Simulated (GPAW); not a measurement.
SnO2:

```xyz
6
Lattice="3.2306 0.0000 0.0000 -1.6153 2.7978 0.0000 0.0000 0.0000 10.7906" Properties=species:S:1:pos:R:3 pbc="T T T"
Sn    0.0000    0.0000    0.0000
Sn    0.0000    0.0000    5.3953
O     0.0000    1.8652    9.7748
O     0.0000    1.8652    6.4111
O     1.6153    0.9326    1.0158
O     1.6153    0.9326    4.3795
```

Measurements of this composition are mostly on another form, of space group No. 136.

Program: GPAW 26.7.0. Alike in all runs: no spin polarisation; cell as given; k mesh 6 × 6 × 2; cutoff (eV) 800; smearing fermi-dirac 0.05 eV.

Order these runs on this cell by their band gap on the k mesh, lowest first.
A. level r2SCAN; potentials or basis GPAW PAW data sets (gpaw-data 1.2.1), pw; band path GMKGALHA,LM,KH; band points 80
B. level TB-mBJ; potentials or basis GPAW PAW data sets for LDA (gpaw-data 1.2.1), pw
C. level LDA; potentials or basis the program's PAW data sets (release 1.2.1) made for this functional, pw; band path GMKGALHA,LM,KH; band points 80

C (1.99 eV), A (2.66 eV), B (4.05 eV).

Caveats: spin-orbit coupling is left out, which moves the levels of the heavy elements; a model potential gives levels but no total energy (some runs).

A k mesh can miss the band edges.
